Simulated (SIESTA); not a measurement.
BAs:

```
As B
1.0
     0.00000    2.38850    2.38850
     2.38850    0.00000    2.38850
     2.38850    2.38850    0.00000
As B
1 1
Direct
  0.75000 0.75000 0.75000
  0.00000 0.00000 0.00000
```

Base run:

- Program: SIESTA 5.4.2
- Functional: PBE
- Potentials or basis: PseudoDojo 0.4 standard (PBE files)
- Basis: DZP (energy shift 0.002 Ry)
- Grid cutoff: 500 Ry
- Energy shift: 0.002 Ry
- k mesh: 10 × 10 × 10
- Occupations: fermi-dirac, width 0.05 eV
- Spin: no spin polarisation

Its results: band gap on the k mesh 1.48 eV, indirect (least direct gap 3.43 eV); pressure 6.8 GPa.

**Question.** After a change of settings the same cell gave: band gap on the k mesh 1.22 eV, indirect (least direct gap 3.32 eV); pressure 4.9 GPa. Which change was it?
A. functional from PBE to xPBE
B. functional from PBE to BLYP
C. potentials or basis from PseudoDojo 0.4 standard (PBE files) to SG15 1.2 NC or PseudoDojo by element (PBE files); valence electrons from 18 to 8
D. basis from DZP (energy shift 0.002 Ry) to TZDP (energy shift 0.002 Ry)

**Answer.** C.

Caveats: semicore shells carry a single zeta, which can move pressures by several GPa and volumes by a few percent; the basis of atomic orbitals isn't converged, which shifts pressures, moduli and gaps.

Not every run made on this cell is shown here.
